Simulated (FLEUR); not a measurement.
Co under changes of volume

One of the cells (10.640 Å³/atom); the others are scaled copies at fixed shape and fractional positions:

```xyz
2
Lattice="2.4720 0.0000 0.0000 -1.2360 2.1408 0.0000 0.0000 0.0000 4.0211" Properties=species:S:1:pos:R:3 pbc="T T T"
Co    1.2360    0.7136    3.0159
Co    0.0000    1.4272    1.0053
```

```yaml
Program: FLEUR MaX-R8.1 (later development tree)
Functional: SCAN
Potentials_or_basis: all-electron
Basis: FLAPW
Kmax: 4.69 1/bohr
k_mesh: 12 × 12 × 7
Occupations: fermi-dirac, width 0.05 eV
Spin: collinear spin, ferromagnetic start
Starting_moments: "[2.0, 2.0] μB"
```

| volume (Å³/atom) | energy over the lowest point (meV/atom) | moment (μB per cell) |
| --- | --- | --- |
| 10.002 | ? | ? |
| 10.215 | 6.30 | 3.45 |
| 10.640 | 0.00 | 3.55 |
| 11.066 | 17.98 | 3.58 |
| 11.279 | 34.92 | 3.59 |

What does the run at 10.002 Å³/atom give?

Energy over the lowest point 19.66 meV/atom; moment 3.41 μB per cell.

Worked out: A Birch-Murnaghan fit of order 2 (a polynomial in V^(-2/3)) to the other rows has its minimum at 10.53 Å³/atom with B0 = V·E''(V) = 240 GPa at fixed shape and positions, which overstates the stiffness. It gives 20.35 meV/atom at 10.002 Å³/atom, against the run's 19.66. A parabola through the other rows of the moment, of slope 0.349 μB per Å³/atom there, extrapolates to 3.38 μB, against the run's 3.41.

Energies are extrapolated to zero smearing.

Caveats: the meta-GGA is that of a development version, with a GGA for the radial functions and cores and without core tails.
